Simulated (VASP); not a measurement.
# Na in VASP: further runs

One slab, Na, is run at these levels: PBE, SCAN+D4; tasks: work function, band structure.

All numbers are computed with VASP 6.6.1; they aren't measurements. Logs are shortened: lines on timing, memory, paths and dates and some standing lists are left out, and cuts for length are marked.

## (1) The cell of the first run

The cell holds a slab with vacuum, 4 atoms: a = 3.753 Å, b = 3.753 Å, c = 24.212 Å, α = 90.00°, β = 90.00°, γ = 60.41°.

The slab is cut from a database's or a generator's crystal, which needn't be the stable form of the element.

## (2) Work function, PBE (the (1 0 1) slab of Na, cut from the database cell, not relaxed)

INCAR reads:

```
SYSTEM = Na
PREC = Accurate
ENCUT = 520
EDIFF = 1E-6
ISMEAR = 0
SIGMA = 0.05
LREAL = .False.
LASPH = .True.
NELM = 60
ALGO = Normal
ISIF = 2
LWAVE = .False.
LCHARG = .True.
LDIPOL = .True.
IDIPOL = 3
DIPOL = 0.5 0.5 0.500
GGA = PE
LELF = .True.
LVHAR = .True.
LVACPOTAV = .True.
```

KPOINTS reads:

```
Automatic mesh
0
Gamma
  8 8 1
  0 0 0
```

POSCAR reads:

```
Na
1.0
    3.7532005932      0.0000000000      0.0000000000
    1.8531458989      3.2637960981      0.0000000000
    0.0000000000      0.0000000000     24.2119172620
Na
4
Direct
    0.3389113921      0.3389113921      0.3097648120
    0.6778227842      0.6778227842      0.4365882707
    0.0167341763      0.0167341763      0.5634117293
    0.3556455685      0.3556455685      0.6902351880
```

Potentials or basis: VASP PAW PBE potentials, release 64 (Na_pv).

Command:

```
> cat potpaw_PBE.64/Na_pv/POTCAR > POTCAR
> mpirun -np 1 vasp_std > vasp.out
```

OUTCAR:

```text
SYSTEM = Na
   PREC = Accurate
   ENCUT = 520
   EDIFF = 1E-6
   ISMEAR = 0
   LREAL = .False.
   LASPH = .True.
   NELM = 60
   ISIF = 2
   GGA = PE

 ion  position               nearest neighbor table
   1  0.339  0.339  0.310-
   2  0.678  0.678  0.437-
   3  0.017  0.017  0.563-
   4  0.356  0.356  0.690-

  LATTYP: Found a base centered orthorhombic cell.
 ALAT       =     3.7765821600
 B/A-ratio  =     1.7177379725
 C/A-ratio  =     6.4110659417

  Lattice vectors:

 A1 = (  -1.8531458989,  -3.2637960981,   0.0000000000)
 A2 = (   3.7532005932,   0.0000000000,   0.0000000000)
 A3 = (   0.0000000000,   0.0000000000,  24.2119172620)

Analysis of symmetry for initial positions (statically):
=====================================================================
 Subroutine PRICEL returns:
 Original cell was already a primitive cell.

 Routine SETGRP: Setting up the symmetry group for a
 base centered orthorhombic supercell.

 Subroutine GETGRP returns: Found  4 space group operations
 (whereof  2 operations were pure point group operations)
 out of a pool of  8 trial point group operations.

The static configuration has the point symmetry C_1h.
 The point group associated with its full space group is C_2h.

Analysis of symmetry for dynamics (positions and initial velocities):
=====================================================================
 Subroutine PRICEL returns:
 Original cell was already a primitive cell.

 Routine SETGRP: Setting up the symmetry group for a
 base centered orthorhombic supercell.

 Subroutine GETGRP returns: Found  4 space group operations
 (whereof  2 operations were pure point group operations)
 out of a pool of  8 trial point group operations.

The dynamic configuration has the point symmetry C_1h.
 The point group associated with its full space group is C_2h.

 Subroutine INISYM returns: Found  4 space group operations
 (whereof  2 operations are pure point group operations),
 and found     1 'primitive' translations

----------------------------------------------------------------------------------------

                                     Primitive cell

  volume of cell :     296.5883

  direct lattice vectors                    reciprocal lattice vectors
     3.753200593  0.000000000  0.000000000     0.266439263 -0.151281150  0.000000000
     1.853145899  3.263796098  0.000000000     0.000000000  0.306391689  0.000000000
[... 90 lines left out ...]
   NFREE  =      0    steps in history (QN), initial steepest desc. (CG)
   ISIF   =      2    stress and relaxation
   ISYM   =      2    0-nonsym 1-usesym 2-fastsym
   POTIM  = 0.5000    time-step for ionic-motion
   TEBEG  =    0.0;   TEEND  =   0.0 temperature during run
   PSTRESS=    0.0 pullay stress
   NELECT =      28.0000    total number of electrons
   NUPDOWN=      -1.0000    fix difference up-down
   EMIN   =  10.00;   EMAX   =-10.00  energy-range for DOS
   EFERMI =   0.00;   METHOD = LEGACY
   ISMEAR =     0;   SIGMA  =   0.05  broadening in eV -4-tet -1-fermi 0-gaus
   EFERMI_NEDOS =   21; number of points for ismear=-14 and -15
   IALGO  =     38    algorithm
   IMIX   =      4    mixing-type and parameters
     AMIX     =   0.40;   BMIX     =  1.00
     AMIX_MAG =   1.60;   BMIX_MAG =  1.00
  volume/ion in A,a.u.               =      74.15       500.37
  Fermi-wavevector in a.u.,A,eV,Ry     =   0.745435  1.408667  7.560386  0.555673
  Thomas-Fermi vector in A             =   1.841021
   LORBIT       =      0    0 simple, 1 ext, 2 COOP (PROOUT), +10 PAW based schemes
   GGA     = PE    functional components
   LHFCALC =     F    Hartree Fock is set to
   AEXX    =    0.0000 exact exchange contribution
   IVDW    =     0    specifies the selected vdW correction
   LEPSILON=     F    determine dielectric tensor
   LRPA    =     F    only Hartree local field effects (RPA)
 non-spin polarized calculation
 Gauss-broadening in eV      SIGMA  =   0.05
  energy-cutoff  :      520.00
  volume of cell :      296.59
 maximum number of plane-waves:      8019
   NGX = 13   NGY = 13   NGZ = 91

 dipolmoment           0.000000      0.000000     -0.000000 electrons x Angstroem

 number of electron      27.9999986 magnetization

 dipolmoment           0.000000      0.000000      0.000001 electrons x Angstroem

 Free energy of the ion-electron system (eV)
  ---------------------------------------------------
  ext. energy  EPLUGINS =         0.00000000
  ---------------------------------------------------
  free energy    TOTEN  =        -4.91124212 eV

  energy without entropy =       -4.90767074  energy(sigma->0) =       -4.90945643

 E-fermi :  -1.2753     XC(G=0):  -3.8761

 val. band max:       -1.3039839871   @ k =   0.3750   0.2500   0.0000
 cond. band min:      -1.1424740105   @ k =  -0.2500   0.2500   0.0000
 fundamental gap:      0.1615099766
 Fermi energy:        -1.2753175975

 k-point     1 :       0.0000    0.0000    0.0000
  band No.  band energies     occupation
      1     -26.3673      2.00000
      2     -26.3673      2.00000
      3     -26.3374      2.00000
      4     -26.3374      2.00000
      5     -26.3374      2.00000
      6     -26.3374      2.00000
[... 418 lines left out ...]
      5     -26.3437      2.00000
      6     -26.3437      2.00000
[... 10 lines left out ...]
     17       0.5439      0.00000
     18       0.8399      0.00000

------------------------ aborting loop because EDIFF is reached ----------------------------------------

  FORCE on cell =-STRESS in cart. coord.  units (eV):
  Direction    XX          YY          ZZ          XY          YZ          ZX
  --------------------------------------------------------------------------------------
  -------------------------------------------------------------------------------------
  Total       -0.1360522     -0.1529696     -0.3548266      0.0148977     -0.0032556     -0.0055923
  in kB       -0.7349573     -0.8263457     -1.9167825      0.0804775     -0.0175869     -0.0302097
  external PRESSURE =      -1.1593618 kB  Pullay stress =       0.0000000 kB

 VOLUME and BASIS-vectors are now :
 -----------------------------------------------------------------------------
  energy-cutoff  :      520.00
  volume of cell :      296.59
      direct lattice vectors                 reciprocal lattice vectors
     3.753200593  0.000000000  0.000000000     0.266439263 -0.151281150  0.000000000
     1.853145899  3.263796098  0.000000000     0.000000000  0.306391689  0.000000000
     0.000000000  0.000000000 24.211917262     0.000000000  0.000000000  0.041301975

 POSITION                                       TOTAL-FORCE (eV/Angst)
 -----------------------------------------------------------------------------------
      1.90005      1.10614      7.50000         0.000791      0.000460      0.017942
      3.80011      2.21228     10.57064         0.000046      0.000027      0.059073
      0.09382      0.05462     13.64128        -0.000046     -0.000027     -0.059073
      1.99387      1.16075     16.71192        -0.000791     -0.000460     -0.017942
 -----------------------------------------------------------------------------------
    total drift:                               -0.000101     -0.000059      0.000022

  FREE ENERGIE OF THE ION-ELECTRON SYSTEM (eV)
  ---------------------------------------------------
  free  energy   TOTEN  =        -4.9112421222 eV

  energy  without entropy=       -4.9076707388  energy(sigma->0) =       -4.90945643

 vacuum level on the upper side and lower side of the slab         1.669         1.669
```

stdout:

```text
POSCAR found type information on POSCAR Na
 POSCAR found :  1 types and       4 ions
 scaLAPACK will be used
 LDA part: xc-table for (Slater+PW92), standard interpolation
 POSCAR, INCAR and KPOINTS ok, starting setup
 FFT: planning ... GRIDC
 FFT: planning ... GRID_SOFT
 FFT: planning ... GRID
 WAVECAR not read
 entering main loop
 -----------------------------------------------------------------------------
|                                                                             |
|           W    W    AA    RRRRR   N    N  II  N    N   GGGG   !!!           |
|           W    W   A  A   R    R  NN   N  II  NN   N  G    G  !!!           |
|           W    W  A    A  R    R  N N  N  II  N N  N  G       !!!           |
|           W WW W  AAAAAA  RRRRR   N  N N  II  N  N N  G  GGG   !            |
|           WW  WW  A    A  R   R   N   NN  II  N   NN  G    G                |
|           W    W  A    A  R    R  N    N  II  N    N   GGGG   !!!           |
|                                                                             |
|     Did not find any points to average over, which means that no vacuum     |
|     field-free region was found. Please increase the size of  your cell     |
|     in the dimension of the dipole correction to obtain accurate            |
|     workfunction values.                                                    |
|                                                                             |
 -----------------------------------------------------------------------------
```

It took 1.9 min on 1 thread of Intel Xeon Platinum 8259CL at 2.50GHz (Skylake/Cascade Lake), shared host; peak memory 0.39 GiB.

What came out:

```
Free energy                     : -4.9112 eV
Largest force                   : 0.059 eV/Å
Band gap on the k mesh          : none (metal or under the smearing width)
Work function of the upper face : 2.94 eV
Work function of the lower face : 2.94 eV
```

Forces on the atoms (eV/Å):
```
Na   0.001  0.000  0.018
Na   0.000  0.000  0.059
Na   0.000  0.000 -0.059
Na  -0.001  0.000 -0.018
```

Levels at points of the mesh, in eV from the Fermi level:
| k point | band 10 | band 11 | band 12 | band 13 | band 14 | band 15 | band 16 | band 17 | band 18 |
| --- | --- | --- | --- | --- | --- | --- | --- | --- | --- |
| (0.00, 0.00, 0.00) | -24.79 | -24.79 | -24.79 | -2.97 | -2.50 | -1.59 | -0.43 | 0.68 | 2.03 |
| (0.50, 0.00, 0.00) | -24.79 | -24.79 | -24.79 | 0.53 | 0.55 | 0.89 | 1.12 | 1.79 | 2.08 |
| (0.50, 0.50, 0.00) | -24.80 | -24.79 | -24.79 | 0.57 | 0.59 | 0.94 | 1.17 | 1.82 | 2.12 |

## (3) Band structure, SCAN+D4 (atoms moved at random, drawn with an rms of 0.02 Å)

INCAR reads:

```
PREC = Medium
ENCUT = 500
EDIFF = 1E-6
ISMEAR = 0
SIGMA = 0.05
LREAL = False
LASPH = True
NELM = 100
ALGO = Normal
ISIF = 2
LWAVE = False
LCHARG = False
METAGGA = SCAN
LMIXTAU = True
IVDW = 13
```

KPOINTS reads:

```
regular mesh
0
Gamma
  8 8 1
```

POSCAR reads:

```
Na
3.7532
    1.000000158052      0.000000000000      0.000000000000
    0.493750905601      0.869603564452      0.000000000000
    0.000000000000      0.000000000000      6.451006411063
Na
4
Direct
    0.3441270000      0.3376210000      0.3098010000
    0.6783520000      0.6771380000      0.4362450000
    0.0179480000      0.0162860000      0.5635800000
    0.3598260000      0.3544220000      0.6902260000
```

KPOINTS_OPT reads:

```
path GXSRAZGYX1A1TY,ZT
20
line-mode
reciprocal
 0.0000000000  0.0000000000  0.0000000000  G
 0.3347278480 -0.3347278480  0.0000000000  X

 0.3347278480 -0.3347278480  0.0000000000  X
 0.0000000000 -0.5000000000  0.0000000000  S

 0.0000000000 -0.5000000000  0.0000000000  S
 0.0000000000 -0.5000000000 -0.5000000000  R

 0.0000000000 -0.5000000000 -0.5000000000  R
 0.3347278480 -0.3347278480 -0.5000000000  A

 0.3347278480 -0.3347278480 -0.5000000000  A
 0.0000000000  0.0000000000 -0.5000000000  Z

 0.0000000000  0.0000000000 -0.5000000000  Z
 0.0000000000  0.0000000000  0.0000000000  G

 0.0000000000  0.0000000000  0.0000000000  G
-0.5000000000 -0.5000000000  0.0000000000  Y

-0.5000000000 -0.5000000000  0.0000000000  Y
-0.3347278480 -0.6652721520  0.0000000000  X1

-0.3347278480 -0.6652721520  0.0000000000  X1
-0.3347278480 -0.6652721520 -0.5000000000  A1

-0.3347278480 -0.6652721520 -0.5000000000  A1
-0.5000000000 -0.5000000000 -0.5000000000  T

-0.5000000000 -0.5000000000 -0.5000000000  T
-0.5000000000 -0.5000000000  0.0000000000  Y

 0.0000000000  0.0000000000 -0.5000000000  Z
-0.5000000000 -0.5000000000 -0.5000000000  T
```

Potentials or basis: VASP PAW PBE potentials, release 64 (Na).

Command:

```
> cat potpaw_PBE.64/Na/POTCAR > POTCAR
> mpirun -np 1 vasp_std > vasp.out
```

Wall time 6.9 min (1 thread of Intel Xeon Platinum 8259CL at 2.50GHz (Skylake/Cascade Lake), shared host); peak memory 0.25 GiB.

The run converged, but some of its settings lie outside the range that counts as converged (typed here: PREC = Medium), so its numbers aren't taken as properties of the slab.

What came out:

| Quantity | Value |
| --- | --- |
| Free energy | -16.3692 eV |
| Largest force | 0.067 eV/Å |
| Band gap along the path | none (metal or under the smearing width) |
| Dispersion energy per atom | -0.003 eV |

Caveat: the PAW data sets were made with another functional, which shifts forces and pressure a little.
